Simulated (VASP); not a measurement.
# GaN (F-43m) in VASP: density of states with LDA

Aim: the density of states of GaN with LDA.

Everything below comes from runs of VASP 6.6.1. Logs are shortened: lines on timing, memory, paths and dates and some standing lists are left out, and cuts for length are marked.

## Step 1: Starting point

The structure is cubic, space group F-43m (No. 216). Conventional cell: a = 4.453 Å, b = 4.453 Å, c = 4.453 Å, α = 90.00°, β = 90.00°, γ = 90.00°. Ga (site symmetry -43m) has 4 N at 1.93 Å as nearest neighbours. Around N (site symmetry -43m) lie 4 Ga at 1.93 Å.

The cell is a database's computed one.

## Step 2: Density of states, LDA

POSCAR

```
GaN
1.0
    0.0000000000      2.2265212227      2.2265212227
    2.2265212227      0.0000000000      2.2265212227
    2.2265212227      2.2265212227      0.0000000000
Ga N
1 1
Direct
    0.0000000000      0.0000000000      0.0000000000
    0.7500000000      0.7500000000      0.7500000000
```

INCAR.step1

```
PREC = Accurate
ENCUT = 520
EDIFF = 1E-6
ISMEAR = 0
SIGMA = 0.01
LREAL = False
LASPH = True
NELM = 100
ALGO = Normal
ISIF = 2
LWAVE = False
LCHARG = True
GGA = CA
NBANDS = 16
```

KPOINTS.step1

```
Automatic mesh
0
Gamma
  8 8 8
```

INCAR.step2

```
PREC = Accurate
ENCUT = 520
EDIFF = 1E-6
ISMEAR = -5
SIGMA = 0.01
LREAL = False
LASPH = True
NELM = 100
ALGO = Normal
ISIF = 2
LWAVE = False
LCHARG = False
GGA = CA
LORBIT = 11
NBANDS = 16
NEDOS = 1001
ICHARG = 11
```

KPOINTS.step2

```
Automatic mesh
0
Gamma
  12 12 12
```

Potentials or basis: VASP PAW LDA potentials, release 64 (Ga_d, N).

The run is started by

```
$ cat potpaw_LDA.64/Ga_d/POTCAR potpaw_LDA.64/N/POTCAR > POTCAR
$ cp INCAR.step1 INCAR
$ cp KPOINTS.step1 KPOINTS
$ mpirun -np 1 vasp_std > vasp.out
$ cp INCAR.step2 INCAR
$ cp KPOINTS.step2 KPOINTS
$ mpirun -np 1 vasp_std > vasp.out
```

OUTCAR:

```text
PREC = Accurate
   ENCUT = 520
   EDIFF = 1E-6
   ISMEAR = -5
   LREAL = False
   LASPH = True
   NELM = 100
   ISIF = 2
   GGA = CA
   LORBIT = 11
   ICHARG = 11

 ion  position               nearest neighbor table
   1  0.000  0.000  0.000-   2 1.93   2 1.93   2 1.93   2 1.93
   2  0.750  0.750  0.750-   1 1.93   1 1.93   1 1.93   1 1.93

  LATTYP: Found a face centered cubic cell.
 ALAT       =     4.4530424454

  Lattice vectors:

 A1 = (   0.0000000000,   2.2265212227,   2.2265212227)
 A2 = (   2.2265212227,   0.0000000000,   2.2265212227)
 A3 = (   2.2265212227,   2.2265212227,   0.0000000000)

Analysis of symmetry for initial positions (statically):
=====================================================================
 Subroutine PRICEL returns:
 Original cell was already a primitive cell.

 Routine SETGRP: Setting up the symmetry group for a
 face centered cubic supercell.

 Subroutine GETGRP returns: Found 24 space group operations
 (whereof 24 operations were pure point group operations)
 out of a pool of 48 trial point group operations.

The static configuration has the point symmetry T_d .

Analysis of symmetry for dynamics (positions and initial velocities):
=====================================================================
 Subroutine PRICEL returns:
 Original cell was already a primitive cell.

 Routine SETGRP: Setting up the symmetry group for a
 face centered cubic supercell.

 Subroutine GETGRP returns: Found 24 space group operations
 (whereof 24 operations were pure point group operations)
 out of a pool of 48 trial point group operations.

The dynamic configuration has the point symmetry T_d .

 Subroutine INISYM returns: Found 24 space group operations
 (whereof 24 operations are pure point group operations),
 and found     1 'primitive' translations

----------------------------------------------------------------------------------------

                                     Primitive cell

  volume of cell :      22.0755

  direct lattice vectors                    reciprocal lattice vectors
     0.000000000  2.226521223  2.226521223    -0.224565567  0.224565567  0.224565567
     2.226521223  0.000000000  2.226521223     0.224565567 -0.224565567  0.224565567
     2.226521223  2.226521223  0.000000000     0.224565567  0.224565567 -0.224565567

  length of vectors
     3.148776510  3.148776510  3.148776510     0.388958971  0.388958971  0.388958971

  position of ions in fractional coordinates (direct lattice)
     0.000000000  0.000000000  0.000000000
     0.750000000  0.750000000  0.750000000

  ion indices of the primitive-cell ions
   primitive index   ion index
                 1           1
                 2           2

----------------------------------------------------------------------------------------

 KPOINTS: Automatic mesh

Automatic generation of k-mesh.
 Grid dimensions read from file:
 generate k-points for:   12   12   12

 Generating k-lattice:

  Cartesian coordinates                     Fractional coordinates (reciprocal lattice)
    -0.018713797  0.018713797  0.018713797     0.083333333  0.000000000  0.000000000
     0.018713797 -0.018713797  0.018713797     0.000000000  0.083333333  0.000000000
     0.018713797  0.018713797 -0.018713797     0.000000000  0.000000000  0.083333333

  Length of vectors
     0.032413248  0.032413248  0.032413248

  Shift w.r.t. Gamma in fractional coordinates (k-lattice)
     0.000000000  0.000000000  0.000000000

 TETIRR: Found    247 inequivalent tetrahedra from    10368

 Subroutine IBZKPT returns following result:
 ===========================================

 Found     72 irreducible k-points:

 Following reciprocal coordinates:
            Coordinates               Weight
  0.000000  0.000000  0.000000      1.000000
  0.083333  0.000000  0.000000      8.000000
  0.166667  0.000000  0.000000      8.000000
  0.250000  0.000000  0.000000      8.000000
  0.333333  0.000000  0.000000      8.000000
  0.416667  0.000000  0.000000      8.000000
[... 16 lines left out ...]
  0.500000  0.166667  0.000000     24.000000
 -0.416667  0.166667  0.000000     24.000000
 [... further k-points ...]
   k-points           NKPTS =     72   k-points in BZ     NKDIM =     72   number of bands    NBANDS=     16
   number of dos      NEDOS =   1001   number of ions     NIONS =      2
   total plane-waves  NPLWV =  13824
   dimension x,y,z NGX =    24 NGY =   24 NGZ =   24
   dimension x,y,z NGXF=    48 NGYF=   48 NGZF=   48
   ions per type =               1   1
   NGX,Y,Z   is equivalent  to a cutoff of  12.67, 12.67, 12.67 a.u.
   NGXF,Y,Z  is equivalent  to a cutoff of  25.34, 25.34, 25.34 a.u.
 SYSTEM =  unknown system
   PREC   = accura    normal or accurate (medium, high low for compatibility)
   ISTART =      0    job   : 0-new  1-cont  2-samecut
   ICHARG =     11    charge: 1-file 2-atom 10-const
   ISPIN  =      1    spin polarized calculation?
   LNONCOLLINEAR =      F non collinear calculations
   LSORBIT =      F    spin-orbit coupling
   LASPH  =      T    aspherical Exc in radial PAW
   ENCUT  =  520.0 eV  38.22 Ry    6.18 a.u.   5.85  5.85  5.85*2*pi/ulx,y,z
   NELM   =    100;   NELMIN=  2; NELMDL=  0     # of ELM steps
   EDIFF  = 0.1E-05   stopping-criterion for ELM
   LREAL  =      F    real-space projection
   EDIFFG = 0.1E-04   stopping-criterion for IOM
   NSW    =      0    number of steps for IOM
   IBRION =     -1    ionic relax: 0-MD 1-quasi-New 2-CG
   NFREE  =      0    steps in history (QN), initial steepest desc. (CG)
   ISIF   =      2    stress and relaxation
   ISYM   =      2    0-nonsym 1-usesym 2-fastsym
   POTIM  = 0.5000    time-step for ionic-motion
   TEBEG  =    0.0;   TEEND  =   0.0 temperature during run
   PSTRESS=    0.0 pullay stress
   NELECT =      18.0000    total number of electrons
   NUPDOWN=      -1.0000    fix difference up-down
   EMIN   =  10.00;   EMAX   =-10.00  energy-range for DOS
   EFERMI =   0.00;   METHOD = LEGACY
   ISMEAR =    -5;   SIGMA  =   0.01  broadening in eV -4-tet -1-fermi 0-gaus
   EFERMI_NEDOS =   21; number of points for ismear=-14 and -15
   IALGO  =     38    algorithm
   IMIX   =      4    mixing-type and parameters
     AMIX     =   0.40;   BMIX     =  1.00
     AMIX_MAG =   1.60;   BMIX_MAG =  1.00
  volume/ion in A,a.u.               =      11.04        74.49
  Fermi-wavevector in a.u.,A,eV,Ry     =   1.529427  2.890198 31.826037  2.339148
  Thomas-Fermi vector in A             =   2.637050
   LORBIT       =     11    0 simple, 1 ext, 2 COOP (PROOUT), +10 PAW based schemes
   GGA     = CA    functional components
   LHFCALC =     F    Hartree Fock is set to
   AEXX    =    0.0000 exact exchange contribution
   IVDW    =     0    specifies the selected vdW correction
   LEPSILON=     F    determine dielectric tensor
   LRPA    =     F    only Hartree local field effects (RPA)
 non-spin polarized calculation
 Fermi weights with tetrahedron method with Bloechl corrections
  energy-cutoff  :      520.00
  volume of cell :       22.08
 maximum number of plane-waves:       609

 number of electron      18.0000015 magnetization

 Free energy of the ion-electron system (eV)
  ---------------------------------------------------
  ext. energy  EPLUGINS =         0.00000000
  ---------------------------------------------------
  free energy    TOTEN  =       -13.94643770 eV

  energy without entropy =      -13.94643770  energy(sigma->0) =      -13.94643770

 E-fermi :   5.4582     XC(G=0): -12.3122

 val. band max:        5.4364773322   @ k =   0.0000   0.0000   0.0000
 cond. band min:       7.4201884225   @ k =   0.0000   0.0000   0.0000
 fundamental gap:      1.9837110903
 Fermi energy:         5.4582346024

 k-point     1 :       0.0000    0.0000    0.0000
  band No.  band energies     occupation
      1     -10.6841      2.00000
      2      -8.1564      2.00000
      3      -8.1564      2.00000
      4      -8.1564      2.00000
      5      -7.7958      2.00000
      6      -7.7958      2.00000
[... 8 lines left out ...]
     15      24.3935      0.00000
     16      24.3935      0.00000

 k-point     2 :       0.0833    0.0000    0.0000
  band No.  band energies     occupation
      1     -10.5996      2.00000
      2      -8.1457      2.00000
      3      -8.1457      2.00000
      4      -8.1312      2.00000
      5      -7.7970      2.00000
      6      -7.7970      2.00000
[... 8 lines left out ...]
     15      23.3390      0.00000
     16      23.3390      0.00000

 k-point     3 :       0.1667    0.0000    0.0000
  band No.  band energies     occupation
      1     -10.3737      2.00000
      2      -8.1187      2.00000
      3      -8.1187      2.00000
      4      -8.0302      2.00000
      5      -7.7977      2.00000
      6      -7.7977      2.00000
[... 8 lines left out ...]
     15      22.4598      0.00000
     16      22.4598      0.00000

 k-point     4 :       0.2500    0.0000    0.0000
  band No.  band energies     occupation
      1     -10.0903      2.00000
      2      -8.0886      2.00000
      3      -8.0886      2.00000
      4      -7.7912      2.00000
      5      -7.7912      2.00000
      6      -7.7813      2.00000
[... 8 lines left out ...]
     15      22.4284      0.00000
     16      22.4284      0.00000
[... 324 lines left out ...]
 k-point    22 :       0.4167    0.1667    0.0000
  band No.  band energies     occupation
      1      -9.7076      2.00000
      2      -8.0468      2.00000
      3      -7.9990      2.00000
      4      -7.8608      2.00000
      5      -7.7403      2.00000
      6      -6.8810      2.00000
[... 8 lines left out ...]
     15      24.9251      0.00000
     16      26.1960      0.00000

 k-point    23 :       0.5000    0.1667    0.0000
  band No.  band energies     occupation
      1      -9.6420      2.00000
      2      -8.0496      2.00000
      3      -7.9965      2.00000
      4      -7.8229      2.00000
      5      -7.7417      2.00000
      6      -6.3492      2.00000
[... 8 lines left out ...]
     15      25.0320      0.00000
     16      26.0129      0.00000

 k-point    24 :      -0.4167    0.1667    0.0000
  band No.  band energies     occupation
      1      -9.6353      2.00000
      2      -8.0515      2.00000
      3      -8.0007      2.00000
      4      -7.7974      2.00000
      5      -7.7614      2.00000
      6      -6.2411      2.00000
[... 8 lines left out ...]
     15      24.4541      0.00000
     16      25.2300      0.00000

 [... further k-points ...]

------------------------ aborting loop because EDIFF is reached ----------------------------------------

  FORCE on cell =-STRESS in cart. coord.  units (eV):
  Direction    XX          YY          ZZ          XY          YZ          ZX
  --------------------------------------------------------------------------------------
  -------------------------------------------------------------------------------------
  Total        0.1736249      0.1736249      0.1736249      0.0000000     -0.0000000      0.0000000
  in kB       12.6012039     12.6012039     12.6012039      0.0000000     -0.0000000      0.0000000
  external PRESSURE =      12.6012039 kB  Pullay stress =       0.0000000 kB

 VOLUME and BASIS-vectors are now :
 -----------------------------------------------------------------------------
  energy-cutoff  :      520.00
  volume of cell :       22.08
      direct lattice vectors                 reciprocal lattice vectors
     0.000000000  2.226521223  2.226521223    -0.224565567  0.224565567  0.224565567
     2.226521223  0.000000000  2.226521223     0.224565567 -0.224565567  0.224565567
     2.226521223  2.226521223  0.000000000     0.224565567  0.224565567 -0.224565567

 POSITION                                       TOTAL-FORCE (eV/Angst)
 -----------------------------------------------------------------------------------
      0.00000      0.00000      0.00000         0.000000      0.000000      0.000000
      3.33978      3.33978      3.33978        -0.000000     -0.000000     -0.000000
 -----------------------------------------------------------------------------------
    total drift:                               -0.000002     -0.000002     -0.000002

  FREE ENERGIE OF THE ION-ELECTRON SYSTEM (eV)
  ---------------------------------------------------
  free  energy   TOTEN  =       -13.9464376980 eV

  energy  without entropy=      -13.9464376980  energy(sigma->0) =      -13.94643770

 total charge

# of ion       s       p       d       tot
------------------------------------------
    1        0.805   0.955  10.199  11.959
    2        1.209   2.513   0.000   3.722
--------------------------------------------------
tot          2.014   3.468  10.199  15.681
```

Wall time 16 s (1 thread of AMD EPYC 9R14 (Zen 4), shared host); peak memory 0.11 GiB.

What came out:

```
Valence electrons inside the program's atomic spheres : Ga 11.96; N 3.72
```

Levels at points of the mesh, in eV from the valence-band top:
```csv
k point,band 6,band 7,band 8,band 9,band 10,band 11,band 12,band 13
"(0.00, 0.00, 0.00)",-13.23,0.00,0.00,0.00,1.98,10.34,10.34,10.34
"(0.50, 0.00, 0.00)",-11.86,-7.36,-1.03,-1.03,4.79,8.78,10.39,10.39
"(0.50, 0.50, 0.00)",-11.39,-6.35,-2.86,-2.86,3.26,6.70,11.76,14.14
```

States per cell in windows of 1 eV (zero at the valence-band top; states under -8 eV left out):
```
from (eV)  total  N2_p  Ga1_s  Ga1_p  Ga1_d  N2_s  N2_d
     -8.0   0.04  0.01   0.01   0.00   0.00  0.00  0.00
     -7.0   0.84  0.23   0.26   0.06   0.02  0.02  0.00
     -6.0   0.63  0.17   0.17   0.04   0.03  0.03  0.00
     -5.0   0.45  0.14   0.05   0.06   0.03  0.02  0.00
     -4.0   0.92  0.35   0.06   0.16   0.05  0.02  0.00
     -3.0   1.28  0.57   0.04   0.23   0.07  0.01  0.00
     -2.0   1.31  0.67   0.02   0.20   0.10  0.01  0.00
     -1.0   0.53  0.30   0.00   0.05   0.06  0.00  0.00
      0.0   0.00  0.00   0.00   0.00   0.00  0.00  0.00
      1.0   0.00  0.00   0.00   0.00   0.00  0.00  0.00
      2.0   0.01  0.00   0.00   0.00   0.00  0.00  0.00
      3.0   0.12  0.02   0.01   0.01   0.01  0.02  0.00
      4.0   0.50  0.07   0.04   0.07   0.03  0.06  0.00
      5.0   0.86  0.14   0.11   0.11   0.06  0.09  0.00
      6.0   0.52  0.09   0.07   0.06   0.05  0.03  0.00
      7.0   1.27  0.33   0.33   0.10   0.09  0.02  0.00
```
